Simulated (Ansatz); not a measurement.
Runs of Ansatz 0.2.0 on TaS2. Symmetry: P-3m1, No. 164, trigonal system. Conventional cell: a = 3.350 Å, b = 3.350 Å, c = 5.860 Å, α = 90.00°, β = 90.00°, γ = 120.00°. Around Ta (site symmetry -3m) lie 6 S at 2.43 Å. Around S (site symmetry 3m) lie 3 Ta at 2.43 Å. 

| task | level | potentials or basis | U | cell | k mesh | cutoff (eV) | smearing | start of the occupations | double counting | hubbard projectors | other functionals evaluated on the density | basis error allowed | mesh quality | gap on the mesh (eV) | pressure (GPa) | largest force (eV/Å) |
| --- | --- | --- | --- | --- | --- | --- | --- | --- | --- | --- | --- | --- | --- | --- | --- | --- |
| single point | RPBE+D4+U | all-electron LAPW, scalar-relativistic | Ta d U = 1 eV | as given | - | 282 | fermi-dirac 0.05 eV | auto | fll | atomic | RPBE, BLYP, PBEsol | 0.001 eV/atom | not flagged | none | (a) | 1.22 |
| single point | PBE | all-electron LAPW, scalar-relativistic | - | as given | 4 × 4 × 2 | 258 | fermi-dirac 0.02 eV | - | - | - | - | 0.002 eV/atom | coarse | none | 9.7 | 1.19 |
| elastic constants | LDA+U | all-electron LAPW, point nuclei | Ta d U = 5.3 eV | as given | 7 × 7 × 4 | 307 | fermi-dirac 0.025 eV | auto | fll | atomic | - | 0.001 eV/atom | coarse | none | (b) | (c) |
| band structure | PBEsol+U | all-electron LAPW, scalar-relativistic | Ta d U = 5 eV | volume scaled by 0.88 | 9 × 9 × 5 | 317 | fermi-dirac 0.1 eV | auto | fll | ortho-atomic | - | 0.001 eV/atom | not flagged | - | 31.9 | 3.68 |

Alike in all rows: no spin polarisation.

Q: Estimate the missing entries.

A: (a) 4.6; (b) -2.9; (c) 0.21.

Caveats: some runs use coarse meshes; U is the effective U less J, on atomic orbitals that reach past the spheres (some runs); U without spin polarisation on a metal has little footing (some runs); forces of over 1 eV/Å show positions far from the minimum, so gaps and moduli don't describe the material at rest (some runs); this functional lacks dispersion, which binds the layers, so the pressure and a relaxed spacing across them are unreliable (some runs); a metal's response needs a denser mesh (some runs); the k mesh is thin for a metal, which can move the energy by tens of meV per atom (some runs); the elastic tensor has a negative eigenvalue, so either the cell is unstable as it stands or the mesh is too thin (some runs).

A k mesh can miss the band edges, and the runs leave out spin-orbit coupling on Ta.

A gap of «none» marks a metal or a gap under the smearing width.

The runs don't all hold the same shells in valence.
